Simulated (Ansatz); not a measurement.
## Al, hcp: how the functional moves the structure

All rows: Ansatz, plane waves with scalar-relativistic PAW, 420 eV (500 eV for the SCAN forms), relaxed under each functional, no dispersion correction, no zero-point motion. B₀ comes from uniform scaling at fixed shape; a dash is a value not given.

| functional | V (Å³/atom) | cell | B₀ (GPa) | magnetic state | ΔE to fcc (meV/atom) |
| --- | --- | --- | --- | --- | --- |
| PBE | 16.62 | a = 2.878 Å, c = 4.636 Å (c/a = 1.611) | 75 | spin not included | 36 |
| r²SCAN | 16.01 | a = 2.840 Å, c = 4.584 Å (c/a = 1.614) | 89 | spin not included | 41 |
| PBEsol | 16.30 | a = 2.857 Å, c = 4.610 Å (c/a = 1.613) | 79 | spin not included | 36 |
| LDA | 15.93 | a = 2.836 Å, c = 4.573 Å (c/a = 1.613) | 81 | spin not included | 37 |
| revPBE | 16.86 | a = 2.893 Å, c = 4.653 Å (c/a = 1.609) | 73 | spin not included | 36 |
| RPBE | 16.93 | a = 2.897 Å, c = 4.660 Å (c/a = 1.609) | 73 | spin not included | 36 |
| BLYP | 17.64 | a = 2.888 Å, c = 4.884 Å (c/a = 1.691) | 53 | spin not included | 31 |

LDA gives the smallest volume and BLYP the largest.
